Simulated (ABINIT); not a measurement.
# CuO (Tenorite) (Cc) in ABINIT: reference runs

How does CuO (Tenorite) come out in PBEsol? The cell is run as given.

Program: ABINIT 10.8.3 (patched build). These are calculated values, not measurements. Logs are shortened: lines on timing, memory, paths and dates and some standing lists are left out, and cuts for length are marked. The log counts tension as positive stress, the text compression.

## 1. The structure

It takes space group Cc (No. 9, monoclinic). The conventional cell has a = 4.689 Å, b = 3.427 Å, c = 5.132 Å, α = 90.00°, β = 99.65°, γ = 90.00°. Cu (site symmetry 1) has 4 O at 1.91 to 2.02 Å as nearest neighbours. O (site symmetry 1) is surrounded by 4 Cu at 1.91 to 2.02 Å.

## 2. Single point, PBEsol

run.abi

```
pp_dirpath "./"
pseudos "Cu.GGA_PBE-JTH.xml, O.GGA_PBE-JTH.xml"

acell 2.903984019 2.903984019 5.1321 Angstrom
rprim
     0.8073908068    -0.5900170210     0.0000000000
     0.8073908068     0.5900170210     0.0000000000
    -0.1676807457     0.0000000000     0.9858413501
ntypat 2
znucl 29 8
natom 4
typat 1 1 2 2
xred
     0.4968000000     0.0032000000     0.5000000000
     0.0032000000     0.4968000000     0.0000000000
     0.4056000000     0.5714000000     0.7537000000
     0.5714000000     0.4056000000     0.2537000000
chkprim 0
chksymtnons 0
tolsym 1.0e-6

ecut 26.0
pawecutdg 48.0
pawxcdev 0

kptopt 1
ngkpt 10 10 5
nshiftk 1
shiftk 0.0 0.0 0.0

ixc -116133

nband 30
occopt 3
tsmear 0.05 eV

nstep 100
tolvrs 1.0e-9

iomode 3
prtwf 0
prtden 0
prteig 0
prtebands 0
enunit 2
```

Potentials or basis: JTH PAW PBE v2.0.

On the command line:

```sh
abinit run.abi > log 2>&1
```

run.abo:

```text
.Version 10.8.3 of ABINIT
 Symmetries : space group Cc (#  9); Bravais mC (1-face-center monocl.)
================================================================================
 Values of the parameters that define the memory need of the present run
     intxc =       0    ionmov =       0      iscf =      17    lmnmax =      18
     lnmax =       6     mgfft =      48  mpssoang =       3    mqgrid =    3001
     natom =       4  nloc_mem =       2    nspden =       1   nspinor =       1
    nsppol =       1      nsym =       2    n1xccc =       1    ntypat =       2
    occopt =       3   xclevel =       2
       mpw =        1751          nfft =       34992          nkpt =         141
 PAW method is used; the additional fine FFT grid is defined by:
   mgfftf=        64    nfftf =     82944
================================================================================
================================================================================

--------------------------------------------------------------------------------
------------- Echo of variables that govern the present computation ------------
--------------------------------------------------------------------------------
 -outvars: echo values of preprocessed input variables --------
            acell      5.4877344699E+00  5.4877344699E+00  9.6982634508E+00 Bohr
              amu      6.35460000E+01  1.59994000E+01
          chkprim           0
      chksymtnons           0
             ecut      2.60000000E+01 Hartree
           enunit           2
                       outvar_i_n : Printing only first  50 k-points.
              ixc     -116133
                       outvar_i_n : Printing only first  50 k-points.
         kptrlatt       10    0    0      0   10    0      0    0    5
          kptrlen      4.84913173E+01
            natom           4
            nband          30
            ngfft          27      27      48
          ngfftdg          36      36      64
             nkpt         141
            nstep         100
             nsym           2
           ntypat           2
                       prtocc : prtvol=0, do not print more k-points.
           occopt           3
        pawecutdg      4.80000000E+01 Hartree
         pawxcdev           0
           prtden           0
        prtebands           0
           prteig           0
            prtwf           0
            rprim      8.0739080680E-01 -5.9001702100E-01  0.0000000000E+00
                       8.0739080680E-01  5.9001702100E-01  0.0000000000E+00
                      -1.6768074570E-01  0.0000000000E+00  9.8584135010E-01
          spgroup           9
           tolsym      1.00000000E-06
           tolvrs      1.00000000E-09
           tsmear      1.83746611E-03 Hartree
            typat      1  1  2  2
[... 183 lines left out ...]
  -3.92400   -3.92398   -2.36883   -2.36882   -2.36774   -2.36741   -2.35252   -2.35250
  -0.52881   -0.47937   -0.10030   -0.00301    0.01039    0.07722    0.08024    0.08297
   0.09002    0.10053    0.10349    0.10991    0.11739    0.12151    0.12438    0.14240
   0.21003    0.23588    0.26166    0.41743    0.49838    0.68605
      occupation numbers for kpt#   1
   2.00000    2.00000    2.00000    2.00000    2.00000    2.00000    2.00000    2.00000
   2.00000    2.00000    2.00000    2.00000    2.00000    2.00000    2.00000    2.00000
   2.00000    2.00000    2.00000    2.00000    2.00000    2.00000    2.00000    2.00000
   0.02306    0.00000    0.00000    0.00000    0.00000    0.00000
 prteigrs : prtvol=0 or 1, do not print more k-points.

 Fermi (or HOMO) energy (eV) =   5.49267   Average Vxc (eV)= -11.67687
 Eigenvalues (   eV  ) for nkpt= 141  k points:
 kpt#   1, nband= 30, wtk=  0.00200, kpt=  0.0000  0.0000  0.0000 (reduced coord)
-106.77756 -106.77688  -64.45907  -64.45884  -64.42960  -64.42045  -64.01531  -64.01481
 -14.38965  -13.04440   -2.72922   -0.08194    0.28266    2.10130    2.18346    2.25766
   2.44945    2.73562    2.81598    2.99077    3.19426    3.30641    3.38466    3.87479
   5.71524    6.41855    7.12020   11.35883   13.56161   18.66839
 prteigrs : prtvol=0 or 1, do not print more k-points.

--- !EnergyTerms
iteration_state     : {dtset: 1, }
comment             : Components of total free energy in Hartree
kinetic             :  3.68231635893483E+01
hartree             :  1.04130590345277E+02
xc                  : -1.11790086365230E+01
Ewald energy        : -2.48309193487395E+02
psp_core            :  1.52386630824321E+01
local_psp           : -2.62628655936440E+02
PAW spherical_terms : -6.18956569110815E+01
internal            : -4.27820097954383E+02
'-kT*entropy'       : -7.03888351797723E-04
total_energy        : -4.27820801842735E+02
total_energy_eV     : -1.16415970830080E+04
...

--- !EnergyTermsDC
iteration_state     : {dtset: 1, }
comment             : '"Double-counting" decomposition of free energy'
band_energy         : -4.36623733348047E+01
Ewald energy        : -2.48309193487395E+02
psp_core            :  1.52386630824321E+01
xc_dc               : -1.00759501327310E+02
PAW spherical_terms : -5.03277001156563E+01
internal            : -4.27820105182734E+02
'-kT*entropy'       : -7.03888351797723E-04
total_energy_dc     : -4.27820809071086E+02
total_energy_dc_eV  : -1.16415972797014E+04
...

--- !EnergyTermsWithPAWCore
iteration_state     : {dtset: 1, }
comment             : 'Components of total free energy, including PAW core contributions'
Total energy        : -3.45726092737342E+03
Total energy DC     : -3.45726093460177E+03
Total energy (eV)   : -9.40768624478965E+04
Total energy DC (eV): -9.40768626445900E+04
...

 Cartesian components of stress tensor (hartree/bohr^3)
  sigma(1 1)=  9.86473069E-05  sigma(3 2)=  0.00000000E+00
  sigma(2 2)=  1.52758502E-05  sigma(3 1)=  3.94814434E-05
  sigma(3 3)=  1.38179458E-04  sigma(2 1)=  0.00000000E+00

-Cartesian components of stress tensor (GPa)         [Pressure= -2.4724E+00 GPa]
- sigma(1 1)=  2.90230397E+00  sigma(3 2)=  0.00000000E+00
- sigma(2 2)=  4.49431030E-01  sigma(3 1)=  1.16158417E+00
- sigma(3 3)=  4.06538000E+00  sigma(2 1)=  0.00000000E+00

== END DATASET(S) ==============================================================
================================================================================

 -outvars: echo values of variables after computation  --------
            acell      5.4877344699E+00  5.4877344699E+00  9.6982634508E+00 Bohr
           etotal     -4.2782080907E+02
            fcart     -1.1989843649E-02 -6.5365568270E-03  4.5860510795E-03
                      -1.1989843649E-02  6.5365568270E-03  4.5860510795E-03
                       1.1989843649E-02 -7.4862991668E-03 -4.5860510795E-03
                       1.1989843649E-02  7.4862991668E-03 -4.5860510795E-03
            rprim      8.0739080680E-01 -5.9001702100E-01  0.0000000000E+00
                       8.0739080680E-01  5.9001702100E-01  0.0000000000E+00
                      -1.6768074570E-01  0.0000000000E+00  9.8584135010E-01
           strten      9.8647306921E-05  1.5275850236E-05  1.3817945771E-04
                       0.0000000000E+00  3.9481443414E-05  0.0000000000E+00
           xangst      7.4204782251E-01 -8.4573423996E-01  2.5297181964E+00
                       1.1723250000E+00  8.4573423996E-01  0.0000000000E+00
                       1.6421232327E+00  2.8408171999E-01  3.8132972093E+00
                       2.0724004102E+00 -2.8408171999E-01  1.2835790129E+00
             xred      4.9680000000E-01  3.2000000000E-03  5.0000000000E-01
                       3.2000000000E-03  4.9680000000E-01  0.0000000000E+00
                       4.0560000000E-01  5.7140000000E-01  7.5370000000E-01
                       5.7140000000E-01  4.0560000000E-01  2.5370000000E-01
 Calculation completed.
```

It took 5.7 min on 1 thread of Arm Neoverse V2, shared host; peak memory 0.29 GiB.

Results:

```
Free energy                                           : -11641.5973 eV
Pressure                                              : -2.5 GPa
Largest force                                         : 0.764 eV/Å
Band gap on the k mesh                                : none (metal or under the smearing width)
Valence electrons inside the program's atomic spheres : Cu 17.31; O 4.50
```

Forces on the atoms (eV/Å):
```
Cu  -0.617 -0.336  0.236
Cu  -0.617  0.336  0.236
O    0.617 -0.385 -0.236
O    0.617  0.385 -0.236
```

Stress tensor (GPa, compression positive):
```
-2.90  0.00 -1.16
 0.00 -0.45  0.00
-1.16  0.00 -4.07
```

Caveat: the PAW data sets were made with another functional, which shifts forces and pressure a little; the run has no spin polarisation, though such a crystal can be magnetic; semilocal functionals often make such compounds metallic where correlation or magnetic order opens a gap, which also shifts bond lengths. With open d or f shells a metallic result of PBEsol can be an artefact of self-interaction; +U or a hybrid may open a gap.
